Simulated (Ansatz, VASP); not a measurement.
One calculation of AgCl (Chlorargyrite), two programs

```
CELL_PARAMETERS angstrom
0.00000 2.67712 2.67712
2.67712 0.00000 2.67712
2.67712 2.67712 0.00000
ATOMIC_POSITIONS crystal
Ag 0.00000 0.00000 0.00000
Cl 0.50000 0.50000 0.50000
```

Alike in both runs: functional LDA; k mesh 8 × 8 × 8; occupations gaussian, width 0.02 eV; no spin polarisation.

Ansatz relaxed the structure, and its values are those at the end. VASP's run is a single point on that final structure, the one shown.

|  | VASP | Ansatz |
| --- | --- | --- |
| version | VASP 6.6.1 | Ansatz 0.2.0 |
| potentials or method | VASP PAW LDA potentials, release 64 (Ag, Cl) | scalar-relativistic, plane waves, PAW |
| plane-wave cutoff (eV) | 520 | 420 |
| valence electrons in the cell | 18 | 26 |

```csv
,VASP,Ansatz,Ansatz less VASP
gap on the k mesh at the Fermi level (eV),0.66,0.63,-0.028
least direct gap on the mesh (eV),3.37,3.34,-0.026
pressure (GPa),0.0,0.0,-0.02
```

The two sets of potentials don't hold the same shells in valence.

A k mesh can miss the band edges.
